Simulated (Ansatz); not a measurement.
**Structural energy differences of osmium**

The calculation used DFT, RPBE, plane waves (420 eV) with PAW, scalar-relativistic in Ansatz. (PAW data from PBE, frozen cores regenerated.)

Each structure is relaxed within its own symmetry, so a high-lying one may be dynamically unstable.

```json
{"structure": "hcp", "ΔE (meV/atom)": "0", "V (Å³/atom)": "14.43", "cell": "a = 2.765 Å, c = 4.357 Å (c/a = 1.575)", "magnetic state": "spin not included"}
{"structure": "dhcp", "ΔE (meV/atom)": "102", "V (Å³/atom)": "14.49", "cell": "a = 2.752 Å, c = 8.834 Å (c/a = 3.210)", "magnetic state": "spin not included"}
{"structure": "fcc", "ΔE (meV/atom)": "137", "V (Å³/atom)": "14.50", "cell": "a = 3.871 Å", "magnetic state": "spin not included"}
{"structure": "omega (AlB2-type)", "ΔE (meV/atom)": "348", "V (Å³/atom)": "14.84", "cell": "a = 4.338 Å, c = 2.732 Å (c/a = 0.630)", "magnetic state": "spin not included"}
{"structure": "A15", "ΔE (meV/atom)": "607", "V (Å³/atom)": "14.97", "cell": "a = 4.929 Å", "magnetic state": "spin not included"}
{"structure": "bcc", "ΔE (meV/atom)": "876", "V (Å³/atom)": "14.95", "cell": "a = 3.104 Å", "magnetic state": "spin not included"}
{"structure": "diamond", "ΔE (meV/atom)": "1222", "V (Å³/atom)": "21.72", "cell": "a = 5.581 Å", "magnetic state": "spin not included"}
{"structure": "simple cubic", "ΔE (meV/atom)": "1517", "V (Å³/atom)": "16.94", "cell": "a = 2.568 Å", "magnetic state": "spin not included"}
```

ΔE counts from hcp.

Differences under about 8 meV lie within the error of the k-point mesh.
